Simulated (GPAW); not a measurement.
Runs of GPAW 26.7.0 on Ge. It takes space group Fd-3m (No. 227, cubic). The conventional cell has a = 5.658 Å, b = 5.658 Å, c = 5.658 Å, α = 90.00°, β = 90.00°, γ = 90.00°. Ge (site symmetry -43m) is surrounded by 4 Ge at 2.45 Å. 

```tsv
task	level	potentials or basis	spin	k mesh	cutoff (eV)	smearing	response ecut	kernel	over volumes	N frequencies	skip gamma	grid spacing	mesh quality	V0 of scaled cells (Å³/atom)	B0 (GPa)
equation of state	BP86+D3	PAW data sets generated in the run's folder for this functional, pw	off	8 × 8 × 8	600	fermi-dirac 0.05 eV	-	-	-	-	-	-	not flagged	23.66	60
equation of state	SOGGA	PAW data sets generated in the run's folder for this functional, pw	off	8 × 8 × 8	600	fermi-dirac 0.05 eV	-	-	-	-	-	-	not flagged	(a)	68
equation of state	PBE	JTH PAW 2.0, PBE, pw	off	8 × 8 × 8	600	fermi-dirac 0.05 eV	-	-	-	-	-	-	not flagged	23.88	60
equation of state	C09-vdW	GPAW PAW data sets (gpaw-data 1.2.1), pw	off	8 × 8 × 8	600	fermi-dirac 0.05 eV	-	-	-	-	-	-	not flagged	(b)	65
equation of state	PBE	GPAW PAW data sets (gpaw-data 1.2.1), fd	off	8 × 8 × 8	-	fermi-dirac 0.05 eV	-	-	-	-	-	0.16 Å	not flagged	23.87	(c)
```

Alike in all rows: cell as given.

Problem. Estimate the missing entries.

Solution. (a) 22.92; (b) 23.15; (c) 61.

Caveats: the program truncates these outside data sets (some runs); the PAW data sets were made with another functional, which shifts forces and pressure a little (some runs).
